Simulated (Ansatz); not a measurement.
Runs of Ansatz 0.2.0 on ZnCu. Symmetry: Pm-3m, No. 221, cubic system. Conventional cell: a = 2.945 Å, b = 2.945 Å, c = 2.945 Å, α = 90.00°, β = 90.00°, γ = 90.00°. Around Zn (site symmetry m-3m) lie 8 Cu at 2.55 Å. Cu (site symmetry m-3m) is surrounded by 8 Zn at 2.55 Å. 

```csv
task,level,potentials or basis,spin,cell,k mesh,cutoff (eV),smearing,points for each segment of the path,driver,mesh quality,gap on the mesh (eV),pressure (GPa),V0 of scaled cells (Å³/atom),relaxed volume (Å³/atom),B0 (GPa)
band structure,PBE,Ansatz PAW,off,as given,5 × 5 × 5,420,fermi-dirac 0.05 eV,14,-,coarse,none,3.0,-,-,-
relaxation of cell and atoms,LDA,Ansatz PAW,off,relaxed,9 × 9 × 9,420,fermi-dirac 0.05 eV,-,-,not flagged,none,0.0,-,11.84,-
equation of state,PBEsol,Ansatz PAW,off,as given,9 × 9 × 9,420,fermi-dirac 0.05 eV,-,-,not flagged,-,-,12.32,-,(c)
band structure,PBE,Ansatz PAW earlier set,off,as given,9 × 9 × 9,700,fermi-dirac 0.05 eV,14,-,not flagged,none,2.5,-,-,-
band structure,PBE,SPMS NC,off,as given,9 × 9 × 9,952,fermi-dirac 0.05 eV,14,-,not flagged,none,2.8,-,-,-
band structure,r2SCAN,Ansatz PAW,off,as given,5 × 5 × 5,500,fermi-dirac 0.05 eV,14,-,coarse,none,(b),-,-,-
band structure,PBEsol+D4,Ansatz PAW,off,"atoms moved at random, drawn with an rms of 0.05 Å",9 × 9 × 9,420,gaussian 0.1 eV,14,-,not flagged,none,-6.8,-,-,-
equation of state,PBE,Ansatz PAW,off,as given,9 × 9 × 9,420,fermi-dirac 0.05 eV,-,-,not flagged,-,-,13.05,-,114
electron localisation function,BLYP,JTH PAW,"non-collinear, ferromagnetic start",as given,9 × 9 × 9,1350,gaussian 0.01 eV,-,chain,not flagged,none,(a),-,-,-
band structure,PBE,Ansatz NC,off,as given,9 × 9 × 9,1252,fermi-dirac 0.05 eV,14,-,not flagged,none,2.5,-,-,-
band structure,PBE,JTH PAW,off,as given,9 × 9 × 9,1350,fermi-dirac 0.05 eV,14,-,not flagged,none,2.4,-,-,-
relaxation of cell and atoms,PBEsol+D4,Ansatz PAW,off,relaxed,9 × 9 × 9,420,fermi-dirac 0.05 eV,-,-,not flagged,none,0.0,-,12.04,-
```

Task: Estimate the missing entries.

Result: (a) 9.7; (b) -2.7; (c) 136.

Caveats: some runs use coarse meshes; the PAW data sets come from PBE, with cores solved anew for the run's functional, which leaves a small shift of forces and pressure (some runs); the plane-wave basis is chosen anew once the cell has moved, so the energies of steps on either side of that aren't comparable (some runs); pairwise dispersion overbinds metals, which lowers pressure and volume (some runs); the potentials were made for another functional, which shifts forces and pressure (some runs).

A k mesh can miss the band edges.

A gap of «none» marks a metal or a gap under the smearing width.

Not every run made on this cell is shown here.
